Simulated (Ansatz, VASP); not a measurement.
# SiC (Moissanite 3C): VASP beside Ansatz, part 2 of 2

Wanted: the spread between two codes on one cell, functional and k mesh. The cell is a member of a volume series, scaled by 0.985 from a relaxed one, so a pressure remains.

VASP 6.6.1 and Ansatz 0.2.0.

So far. Step 2 (Ansatz: single point, LDA, volume scaled by 0.985): The run ends at a pressure of 3.09 GPa. Step 6 (Ansatz: single point, PBE, volume scaled by 0.985): The run ends at a pressure of 3.37 GPa.

### 8. VASP: single point, PBEsol with D3(BJ), volume scaled by 0.985

Level of this step: PBEsol with D3(BJ); plane waves and PAW (Si, C) (VASP).

A single point gives forces, pressure and levels at one fixed geometry, so differences don't come from the geometry; what else differs is listed under the comparison. The cell compared in this pair holds 20.06 Å³, against 20.68 Å³ for the pair before.

The input asks for a relaxation, which ended at its first step since no free force or stress exceeded the threshold; so it serves as a single point.

INCAR

```
SYSTEM = SiC
PREC = Accurate
ENCUT = 520
EDIFF = 1E-06
NELM = 100
ISMEAR = 0
SIGMA = 0.03
LREAL = .FALSE.
ALGO = Normal
GGA = PS
IVDW = 12
NBANDS = 10
LORBIT = 11
LWAVE = .FALSE.
LCHARG = .FALSE.
KPAR = 4
IBRION = 2
NSW = 30
ISIF = 4
EDIFFG = -0.01
```

POSCAR

```
SiC
1.0
    0.0000000000      2.1564091062      2.1564091062
    2.1564091062      0.0000000000      2.1564091062
    2.1564091062      2.1564091062      0.0000000000
Si C
1 1
Direct
    0.0000000000      0.0000000000      0.0000000000
    0.7500000000      0.7500000000      0.7500000000
```

KPOINTS

```
Automatic mesh
0
Gamma
8 8 8
0 0 0
```

PAW data sets: Si and C (PBE family, release 64).

Command:

```
> mpirun -np 4 vasp_std
```

Numbers of over 12 decimals in the logs are rounded to 6 here.

The program printed:

```text
[banner, memory and clock lines left out]
running    4 mpi-ranks, on    1 nodes
[...]
|                                                                             |
|               ----> ADVICE to this user running VASP <----                  |
|                                                                             |
|     You enforced a specific xc type in the INCAR file but a different       |
|     [... a line on the potential file left out ...]
|     I HOPE YOU KNOW WHAT YOU ARE DOING!                                     |
|                                                                             |

 LDA part: xc-table for (Slater+PW92), standard interpolation
 POSCAR, INCAR and KPOINTS ok, starting setup
[...]
entering main loop
       N       E                     dE             d eps       ncg     rms          rms(c)
DAV:   1     0.841956121500E+00    0.84196E+00   -0.41850E+03   622   0.687E+02
DAV:   2    -0.172716364245E+02   -0.18114E+02   -0.17112E+02   778   0.104E+02
DAV:   3    -0.177848332243E+02   -0.51320E+00   -0.51236E+00   680   0.151E+01
DAV:   4    -0.177869088375E+02   -0.20756E-02   -0.20751E-02   688   0.116E+00
[...]
DAV:   9    -0.158986589130E+02    0.15732E-03   -0.14466E-03   722   0.219E-01    0.111E-01
DAV:  10    -0.158986996642E+02   -0.40751E-04   -0.10014E-04   622   0.692E-02    0.231E-02
DAV:  11    -0.158986998744E+02   -0.21018E-06   -0.92901E-06   672   0.185E-02
   1 F= -.16397828E+02 E0= -.16397828E+02  d E =-.163978E+02
[...]
reached required accuracy - stopping structural energy minimisation
```

OUTCAR, selected parts (step 8):

```text
 Edisp (eV)   -0.49913

  Total       0.43923     0.43923     0.43923     0.00000     0.00000     0.00000
  in kB      35.08938    35.08938    35.08938     0.00000     0.00000     0.00000
  external pressure =       35.09 kB  Pullay stress =        0.00 kB

 POSITION                                       TOTAL-FORCE (eV/Angst)
 -----------------------------------------------------------------------------------
      0.00000      0.00000      0.00000         0.000000      0.000000      0.000000
      3.23461      3.23461      3.23461        -0.000000     -0.000000     -0.000000
 -----------------------------------------------------------------------------------
    total drift:                               -0.000000     -0.000000     -0.000000

  FREE ENERGIE OF THE ION-ELECTRON SYSTEM (eV)
  ---------------------------------------------------
  free  energy   TOTEN  =       -16.3978282896 eV

  energy  without entropy=      -16.3978282896  energy(sigma->0) =      -16.39782829

[... 2 parts as in an earlier step ...]

[... 2 further parts left out ...]
[key lines of the parts left out:]
E-fermi :   8.5497
```

The PAW data sets were made with PBE, which is usual practice but a small mismatch for other functionals.

### 9. Ansatz: single point, PBEsol with D3(BJ), volume scaled by 0.985

The same cell, functional, mesh and smearing now go to Ansatz, which takes its cutoff from its data sets.

The cell is a member of a volume series, scaled by 0.985 from a relaxed one, so a pressure remains.

input.yaml

```yaml
crystal:
  lattice:
    - [0.0, 2.15640911, 2.15640911]
    - [2.15640911, 0.0, 2.15640911]
    - [2.15640911, 2.15640911, 0.0]
  atoms:
    - { symbol: Si, position: [0.0, 0.0, 0.0] }
    - { symbol: C, position: [0.75, 0.75, 0.75] }
hamiltonian:
  xc: pbesol
  pseudopotentials: { kind: paw }
  dispersion: d3bj
kpoints:
  mp_grid: { grid: [8, 8, 8] }
scf:
  occupations: { method: gaussian, width: 0.03 }
  n_extra_bands: 4
output:
  forces: true
  stress: true
  eigenvalues: true
```

Command:

```
> ansatz run input.yaml --threads 2 --pin off --max-ram 4608MiB --backend cpu --events-out ev --progress --plain --runs-dir out
```

The program printed:

```text
[...]
Crystal: 2 atoms, lattice volume = 20.055 Å³
Basis set: ecut = 420 eV, 387 PW (Γ), exchange–correlation on 48×48×48 points (8 copies of the dense FFT grid, shifted against one another)
Bands: 8, of which v1, the nominal top of the filled ones, is band 4 counted from 1 (3 counted from 0)
Symmetry: 24 space group operations
[...]
k-points: 29 of 512 (time reversal used)
[...]
Free energy (F): -869.190631 eV
[...]
Internal energy: -869.190631 eV  (E = F + TS)
E sigma→0 (E₀):  -869.190631 eV
Fermi energy:    10.424646 eV
[...]
--- Stress (GPa, compression-positive) ---
        3.117083       0.000000       0.000000
       -0.000000       3.117083       0.000000
        0.000000       0.000000       3.117083
  P = ⅓ Tr σ = 3.1171 GPa (31.171 kbar)
--- Band table (eV; the first three rows and the last of 29) ---
[...]
[key lines of the parts left out:]
SCF converged after 6 iterations
```

Run time: 0.39 s. Hardware: 2 threads of Arm Neoverse V2, shared host; peak memory 0.23 GiB.

The run ends at a pressure of 3.12 GPa.

### 10. Differences

What differs besides the data sets and the points named for the pairs above, as far as they apply: Ansatz makes its cores anew for this functional, VASP keeps those of its PBE data sets. Total energies have different zeros and are not compared.

The two programs side by side:

```csv
quantity,Ansatz,VASP,difference
pressure (GPa),3.12,3.51,-0.39
pressure without Ansatz's Pulay correction (GPa),2.81,3.51,-0.69
gap on the k mesh (eV),1.214,1.204,+0.010
```

A gap on the mesh is an upper bound, since the band edges may lie between its points. Ansatz's pressure holds a Pulay correction of 0.30 GPa; VASP's holds none.

### 11. Results

```json
{
 "difference in gap on the k mesh (single point, LDA, volume scaled by 0.985)": "0.013 eV",
 "difference in gap on the k mesh (single point, PBE, volume scaled by 0.985)": "0.0026 eV",
 "difference in gap on the k mesh (single point, PBEsol with D3(BJ), volume scaled by 0.985)": "0.010 eV"
}
```

The difference in gap on the k mesh is 0.013 eV (single point, LDA, volume scaled by 0.985), within the 0.08 eV picked in this series as the mark of a large difference. 3 further runs of this series are not shown here. Such differences can come from data sets, numerical settings and the points named under the comparisons, not from the functional's error against experiment.

[Lines on the potential files, build, host, timing and source positions are cut from VASP's logs without a mark.]

[Logs are printed without paths, hosts, clocks, repeated set-up lines and the standing remarks that a program may print on its own settings, such as how far it seeks lower states.]

[Hosts, paths, dates, database ids (printed as entryN), source tags and the programs' standing remarks are cut or masked in the printed files.]
